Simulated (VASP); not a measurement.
Set up this calculation in VASP 6.6.1, as the native input.

```yaml
Task: band structure
Functional: SCAN
Potentials_or_basis: VASP PAW PBE potentials, release 64 (S, Be)
Cutoff: 520 eV
k_mesh: 9 × 9 × 9
Occupations: fermi-dirac, width 0.05 eV
Spin: no spin polarisation
Further_INCAR_settings: ALGO = Normal; EDIFF = 1e-07
```

The structure of BeS lies in POSCAR:

```
BeS
1.0
    0.0000000000      2.4250000000      2.4250000000
    2.4250000000      0.0000000000      2.4250000000
    2.4250000000      2.4250000000      0.0000000000
S Be
1 1
Direct
    0.7500000000      0.7500000000      0.7500000000
    0.0000000000      0.0000000000      0.0000000000
```

One way to write it, as run:

INCAR

```
SYSTEM = BeS
ALGO = Normal ; EDIFF = 1E-7
ENCUT = 520 ; ISIF = 2
ISMEAR = -1 ; LASPH = .True.
LCHARG = .False. ; LMIXTAU = .True.
LREAL = .False. ; LWAVE = .False.
METAGGA = SCAN ; NELM = 60
PREC = Accurate ; SIGMA = 0.05
```

KPOINTS

```
k-points
0
Gamma
  9 9 9
  0 0 0
```

KPOINTS_OPT

```
path GXWKGLUWLK,UX
20
line-mode
reciprocal
 0.0000000000  0.0000000000  0.0000000000  G
 0.5000000000  0.0000000000  0.5000000000  X

 0.5000000000  0.0000000000  0.5000000000  X
 0.5000000000  0.2500000000  0.7500000000  W

 0.5000000000  0.2500000000  0.7500000000  W
 0.3750000000  0.3750000000  0.7500000000  K

 0.3750000000  0.3750000000  0.7500000000  K
 0.0000000000  0.0000000000  0.0000000000  G

 0.0000000000  0.0000000000  0.0000000000  G
 0.5000000000  0.5000000000  0.5000000000  L

 0.5000000000  0.5000000000  0.5000000000  L
 0.6250000000  0.2500000000  0.6250000000  U

 0.6250000000  0.2500000000  0.6250000000  U
 0.5000000000  0.2500000000  0.7500000000  W

 0.5000000000  0.2500000000  0.7500000000  W
 0.5000000000  0.5000000000  0.5000000000  L

 0.5000000000  0.5000000000  0.5000000000  L
 0.3750000000  0.3750000000  0.7500000000  K

 0.6250000000  0.2500000000  0.6250000000  U
 0.5000000000  0.0000000000  0.5000000000  X
```

Potentials or basis: VASP PAW PBE potentials, release 64 (S, Be).

Launch:

```bash
$ cat potpaw_PBE.64/S/POTCAR potpaw_PBE.64/Be/POTCAR > POTCAR
$ mpirun -np 1 vasp_std > vasp.out
```

It gave:

```
Pressure                : 0.6 GPa
Band gap on the k mesh  : 3.68 eV, indirect (least direct gap 6.27 eV)
Band gap along the path : 3.58 eV, indirect (least direct gap 6.26 eV)
```

Caveat: the PAW data sets were made with another functional, which shifts forces and pressure a little; the mesh misses the band edges, which the band path finds closer together.

It took 90 s on 1 thread of Intel(R) Xeon(R) Platinum 8488C (Sapphire Rapids), with other jobs on the host, peak memory 0.16 GiB.
